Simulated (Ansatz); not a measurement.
# GaSb (F-43m) in Ansatz: optical spectrum with revPBE+D3(BJ)-ATM

Aim: the optical spectrum of GaSb with revPBE+D3(BJ)-ATM.

All numbers are computed with Ansatz 0.2.0; they aren't measurements. Logs are shortened: lines on timing, memory, paths and dates and some standing lists are left out, and cuts for length are marked.

**The experiment to reproduce.**

A printed reference work, data compilation reports, for a bulk crystal of GaSb at 4.2 K: band gap 0.811 eV (direct).

The runs below are set against these values where they give the same quantity.

## Step 1: The crystal as given

The structure is cubic, space group F-43m (No. 216). Conventional cell: a = 6.118 Å, b = 6.118 Å, c = 6.118 Å, α = 90.00°, β = 90.00°, γ = 90.00°. Sb (site symmetry -43m) is surrounded by 4 Ga at 2.65 Å. Ga (site symmetry -43m) has 4 Sb at 2.65 Å as nearest neighbours.

## Step 2: Optical spectrum, revPBE+D3(BJ)-ATM

input.yaml reads:

```yaml
crystal:
  lattice: { a: 6.118, b: 6.118, c: 6.118, alpha: 90.0, beta: 90.0, gamma: 90.0 }
  space_group: 216
  reduce_to_primitive: true
  atoms:
    - { symbol: Sb, wyckoff: "4c", position: [0.25, 0.25, 0.25] }
    - { symbol: Ga, wyckoff: "4a", position: [0.0, 0.0, 0.0] }
hamiltonian:
  xc: revpbe
  pseudopotentials: { kind: nc }
  dispersion: d3bjatm
kpoints:
  mp_grid: { grid: [8, 8, 8] }
scf:
  occupations: { method: methfessel_paxton, width: 0.1 }
  n_extra_bands: 12
output:
  eigenvalues: true
  optics: { e_range: [0, 14], sigma: 0.2, nscf_kmesh: { grid: [11, 11, 11] } }
```

Potentials or basis: Ansatz NC.

On the command line:

```sh
$ ansatz run input.yaml --threads 1 --pin off --max-ram 2560MiB --backend cpu --events-out ev --progress --plain --runs-dir out
```

The program printed:

```text
Warning: RAYON_NUM_THREADS=1 ignored (pool sized by the plan → 1); use --threads N
crystal.space_group: 216 is read as F-43m: the typed cell holds Sb4Ga4 (Sb 4c, Ga 4a). Least distances (Å): Sb–Sb 4.326, Sb–Ga 2.649, Ga–Ga 4.326
crystal.space_group generates its sites in this order, which a site index counts, at these fractional coordinates of the primitive cell where crystal.reduce_to_primitive is true, and else of the cell that is read (crystal.supercell repeats the list replica by replica, and crystal.defects acts on that): 0: Sb [0.250000, 0.250000, 0.250000]; 1: Ga [0.000000, 0.000000, 0.000000];
scf.n_extra_bands = 12 over 14 filled bands (N_el = 28.0): the run solves 26 bands
Engine: ansatz 0.2.0, aarch64-unknown-linux-gnu
Pseudopotentials: kind: nc
Pseudopotential: Sb, nc, valence charge 15, recommended cutoff 1088.45545 eV (normal), Sb.nc.azcp
Pseudopotential: Ga, nc, valence charge 13, recommended cutoff 1088.45545 eV (normal), Ga.nc.azcp
Functional definition: revPBE
  parameter kappa = 1.245
  parameter beta = 0.06672455060314922
  exchange = pbe_x(kappa = kappa, mu = beta*pi^2/3)
  correlation = pbe_c(beta = beta)
Crystal: 2 atoms, lattice volume = 57.249 Å³
Basis set: ecut = 1088.45545 eV, 4645 PW (Γ)
Bands: 26, of which v1, the nominal top of the filled ones, is band 14 counted from 1 (13 counted from 0)
Symmetry: 24 space group operations
Space group: F-43m (ITA 216), of the structure as read, at distance tolerance 3.9e-5 Å
k-points: 29 of 512 (time reversal used)
Non-local potential: Sb, projectors of the file, l = 0: 3, l = 1: 3, l = 2: 2, l = 3: 2
Non-local potential: Ga, projectors of the file, l = 0: 2, l = 1: 2, l = 2: 2
Initial density: superposition of atomic densities (chi_scale 0.1, normalization cell, long waves kept (reshape's long-wave potential 0.00 eV rms))
Initial wavefunctions: pseudopotential atomic-orbital guess
Functional: x = revpbe(κ = 1.245, μ = 0.2195149727645171), c = pbe(β = 0.06672455060314922)
SCF iter   1: F=—  HF=-4665.080288 eV  |F-HF|=—  |Δ(HF+E_count)|=         —  Δρ=2.63e-2  dr2=3.78e-1  ethr=3.10e-3  ⟨swp⟩=10.1  Hψ=5668  notcnv=0  defer=48
preconditioner: auto → none  [insulator: Δε(μ)=0.390 eV  Ē_g=20.128 eV  σ=0.100 eV  W_gap=0.60  n_scr=14 (ndim 8)  ℏωp=20.8 eV  f_vac=0.007  D(μ)=0.11/eV (n_scr^D=0)  ε∞_Penn≈2.1]
SCF iter   2: F=—  HF=-4665.046644 eV  |F-HF|=—  |Δ(HF+E_count)|=   3.36e-2  S|Δr|=    0.00e0  Δρ=1.24e-2  dr2=7.03e-2  ethr=1.35e-3  ⟨swp⟩=3.5  Hψ=1391  notcnv=0  defer=188
SCF iter   3: F=—  HF=-4665.052474 eV  |F-HF|=—  |Δ(HF+E_count)|=   5.83e-3  S|Δr|=    0.00e0  Δρ=3.66e-3  dr2=8.78e-3  ethr=2.51e-4  ⟨swp⟩=4.3  Hψ=1233  notcnv=0  defer=188
SCF iter   4: F=—  HF=-4665.051207 eV  |F-HF|=—  |Δ(HF+E_count)|=   1.27e-3  S|Δr|=    0.00e0  Δρ=9.72e-4  dr2=1.81e-4  ethr=3.14e-5  ⟨swp⟩=3.2  Hψ=1176  notcnv=0  defer=188
SCF iter   5: F=—  HF=-4665.051340 eV  |F-HF|=—  |Δ(HF+E_count)|=   1.33e-4  S|Δr|=    0.00e0  Δρ=2.38e-4  dr2=2.09e-5  ethr=6.47e-7  ⟨swp⟩=3.0  Hψ=1220  notcnv=0  defer=188
SCF iter   6: F=—  HF=-4665.051235 eV  |F-HF|=—  |Δ(HF+E_count)|=   1.05e-4  S|Δr|=    0.00e0  Δρ=5.00e-5  dr2=9.36e-7  ethr=7.47e-8  ⟨swp⟩=2.0  Hψ=1158  notcnv=0  defer=188
SCF iter   7: F=-4665.051236 eV  HF=-4665.051236 eV  |F-HF|=2.61e-8  |Δ(HF+E_count)|=   7.19e-7  S|Δr|=    0.00e0  Δρ=1.33e-5  dr2=4.78e-8  ethr=3.57e-10  ⟨swp⟩=16.0  Hψ=6540  notcnv=0
SCF 1 converged in 7 iterations: F = -4665.051236 eV  dr2 = 4.78e-8
NSCF: frozen V_eff on 56 k-points
Optics k sum: 0 of 56 k-points
Optics k sum: 3 of 56 k-points
Optics k sum: 6 of 56 k-points
Optics k sum: 9 of 56 k-points
Optics k sum: 12 of 56 k-points
Optics k sum: 14 of 56 k-points
[... 55 lines left out ...]
Optics k sum: 54 of 56 k-points
Optics k sum: 56 of 56 k-points
NSCF: frozen V_eff on 1 k-points
NSCF: frozen V_eff on 1 k-points
NSCF: frozen V_eff on 1 k-points
NSCF: frozen V_eff on 1 k-points
SCF converged after 7 iterations
Stability not checked: this state was not tested for a lower state beside it, because cold or Methfessel-Paxton smearing, or corrected tetrahedra, fill the levels in a way that the test cannot read (fill_not_monotonic; see scf.lower_state_search)
Free energy (F): -4665.051236 eV
Harris-Foulkes:  -4665.051236 eV  (|F-HF|=2.61e-8)
Internal energy: -4665.051257 eV  (E = F + TS)
E sigma→0 (E₀):  -4665.051241 eV
Entropy (-TS):   0.000021 eV (0.010 meV/atom)
Fermi energy:    8.401230 eV
Step filling:    the computed levels leave a gap of 0.1485 eV = 1.5 smearing widths at the electron count; against every level under it full and every level over it empty, smearing changes F+E_penalty+E_count by +0.044 meV and its σ→0 estimate by +0.039 meV
--- Per-component energies (eV) ---
  E_band       = -244.383638
  E_kinetic    = 3289.286954
  E_local      = -3324.822634  (includes V_loc(G=0)·N_el)
  E_nonlocal   = -2265.092863
  E_hartree    = 1409.716825
  E_xc         = -1278.995894
  E_vxc        = -763.199545  (∫ρ·V_xc dr)
  E_ewald      = -2493.919138
  E_disp       = -1.224506  (pairwise vdW)
  E_smearing   = 0.000021  (= −TS)
  E_closure    = 0.000000  (closes the sum)
  Σ components = -4665.051236   (vs F -4665.051236, Δ=0.00e0)
--- Band table (eV; the first three rows and the last of 29) ---
  k-point 0: bands = ["-20.4596", "-20.4596", "-20.4596", "-20.4411", "-20.4411", "-6.7356", "-6.7356", "-6.7356", "-6.6877", "-6.6877", "-3.1217", "8.3226", "8.3226", "8.3226", "8.4711", "11.1265", "11.1265", "11.1265", "14.2998", "17.0435", "17.0435", "17.8922", "17.8922", "17.8922", "20.8306", "28.7370"]
  k-point 1: bands = ["-20.4595", "-20.4592", "-20.4592", "-20.4411", "-20.4411", "-6.7397", "-6.7338", "-6.7338", "-6.6880", "-6.6880", "-2.9620", "6.3588", "8.0712", "8.0712", "9.4250", "11.4722", "11.4722", "11.8019", "15.1046", "16.2169", "16.2169", "17.3905", "19.3118", "19.3118", "21.9672", "27.0352"]
  k-point 2: bands = ["-20.4593", "-20.4582", "-20.4582", "-20.4408", "-20.4408", "-6.7495", "-6.7296", "-6.7296", "-6.6883", "-6.6883", "-2.5075", "4.3398", "7.6246", "7.6246", "9.2080", "11.9912", "11.9912", "13.6072", "15.6566", "15.9968", "15.9968", "18.1731", "21.5017", "21.5017", "24.1767", "24.1767"]
  k-point 28: bands = ["-20.4590", "-20.4573", "-20.4537", "-20.4416", "-20.4392", "-6.7742", "-6.7174", "-6.7129", "-6.6934", "-6.6885", "-0.6381", "1.7027", "4.9961", "5.2192", "12.0548", "12.7126", "12.7880", "13.1490", "18.3285", "18.5985", "19.7502", "20.0089", "22.7393", "22.9133", "23.1848", "23.2250"]
```

Run time: 1.9 min. Hardware: 1 thread of Arm Neoverse V1, shared host; peak memory 0.64 GiB.

Results:

```yaml
Free_energy: -4665.0512 eV
Band_gap_on_the_k_mesh: 0.15 eV, direct
```

Dielectric function (mean over the directions given):
| energy (eV) | real part | imaginary part |
| --- | --- | --- |
| 0.30 | 19.07 | 1.41 |
| 0.70 | 19.08 | 2.23 |
| 1.20 | 22.37 | 4.08 |
| 1.70 | 21.52 | 18.38 |
| 2.10 | 11.34 | 16.02 |
| 2.60 | 11.79 | 12.84 |
| 3.10 | 12.80 | 18.28 |
| 3.60 | 3.70 | 29.91 |
| 4.00 | -9.04 | 16.73 |
| 4.50 | -5.39 | 11.41 |
| 5.00 | -6.98 | 10.53 |
| 5.40 | -6.92 | 6.57 |
| 5.90 | -5.57 | 4.43 |
| 6.40 | -4.45 | 3.12 |
| 6.90 | -3.44 | 2.37 |
| 7.30 | -2.62 | 2.21 |
| 7.80 | -2.59 | 2.12 |
| 8.30 | -2.38 | 1.66 |
| 8.80 | -2.02 | 1.29 |
| 9.20 | -1.72 | 1.07 |
| 9.70 | -1.52 | 0.96 |
| 10.20 | -1.24 | 0.68 |
| 10.60 | -1.02 | 0.62 |
| 11.10 | -0.81 | 0.56 |
| 11.60 | -0.69 | 0.52 |
| 12.10 | -0.57 | 0.43 |
| 12.50 | -0.48 | 0.36 |
| 13.00 | -0.32 | 0.26 |
| 13.50 | -0.18 | 0.28 |
| 14.00 | -0.11 | 0.25 |

Caveat: spectra need much finer meshes, so this one isn't converged; independent-particle spectra lack excitons; spin-orbit coupling is left out, which moves the levels of the heavy elements.

## Step 3: Comparison with measurements

Step 2. Against the measured gap of GaSb, 0.811 eV (direct; 4.2 K; a printed reference work, data compilation), the calculated 0.15 eV is off by -0.66 eV. Spin-orbit coupling on Ga, Sb is left out. The value is that of revPBE+D3(BJ)-ATM on a finite k mesh, which can miss the band edges, without temperature or zero-point motion. Semilocal functionals fall short of measured gaps as a rule.
